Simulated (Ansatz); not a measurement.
KI (started from an entry of an open crystallographic database) (r2SCAN geometry), in Ansatz:

```cif
data_structure
_symmetry_space_group_name_H-M 'Fm-3m'
_symmetry_Int_Tables_number 225
_cell_length_a 7.0891
_cell_length_b 7.0891
_cell_length_c 7.0891
_cell_angle_alpha 90.000
_cell_angle_beta 90.000
_cell_angle_gamma 90.000
_cell_volume 356.27
loop_
_atom_site_label
_atom_site_type_symbol
_atom_site_symmetry_multiplicity
_atom_site_Wyckoff_symbol
_atom_site_fract_x
_atom_site_fract_y
_atom_site_fract_z
_atom_site_occupancy
K1 K 4 a 0.00000 0.00000 0.00000 1
I1 I 4 b 0.50000 0.00000 0.00000 1
```

G0W0@PBE with 335 empty bands, a screening cutoff of 140 eV and a 4×4×4 mesh (PAW, contour deformation) gives 6.091 eV over the mesh points, from a PBE gap of 3.943 eV; it sums over 348 bands with 331 plane waves in the screening and a wave cutoff of 420 eV. The G0W0 figures hold for the stated bands, cutoff and mesh and aren't extrapolated. No spin polarisation and no zero-point or thermal motion.

**Question.** Estimate the gap with empty bands 615, screening cutoff 210 eV.

**Answer.** 6.132 eV (+0.041 eV), from a Kohn-Sham gap of 3.943 eV.

**Question.** Estimate the gap with empty bands 144, screening cutoff 80 eV.

**Answer.** 5.945 eV (-0.146 eV), from a Kohn-Sham gap of 3.943 eV.

Spin-orbit coupling is left out, which matters wherever the heavy atoms make up the band edges.
